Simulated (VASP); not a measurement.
Runs of VASP 6.6.1 on AlGa3N4. The structure is orthorhombic, space group Cmc2_1 (No. 36). The conventional cell has a = 6.326 Å, b = 10.952 Å, c = 5.139 Å, α = 90.00°, β = 90.00°, γ = 90.00°. Al (site symmetry m) is surrounded by 4 N at 1.89 to 1.90 Å. Ga (site symmetry 1) has 4 N at 1.94 to 1.95 Å as nearest neighbours. Ga (site symmetry m) has 4 N at 1.94 to 1.95 Å as nearest neighbours. Around N (site symmetry m) lie 2 Al at 1.90 Å and 2 Ga at 1.95 Å. Around N (site symmetry 1) lie 1 Al at 1.89 Å and 3 Ga at 1.94 to 1.95 Å. Around N (site symmetry m) lie 4 Ga at 1.94 to 1.95 Å. The cell was built by a generator and needn't be a form met in nature.

```tsv
task	level	spin	cell	k mesh	cutoff (eV)	gap on the mesh (eV)	pressure (GPa)
band structure	r2SCAN	off	as given	6 × 6 × 6	520	2.93	(a)
relaxation of cell and atoms	PBEsol	off	relaxed	6 × 6 × 6	600	2.42	0.0
band structure	PBEsol	off	as given	6 × 6 × 6	520	2.42	0.1
band structure	PBEsol	SOC, no magnetisation	as given	4 × 4 × 4	520	-	0.1
```

Alike in all rows: potentials or basis VASP PAW PBE potentials, release 64 (Al, Ga_d, N); smearing gaussian 0.03 eV.

Task: Estimate the missing entries.

Result: (a) 0.7.

Caveats: the PAW data sets were made with another functional, which shifts forces and pressure a little.

A k mesh can miss the band edges, and rows without SOC leave out spin-orbit coupling on Ga.
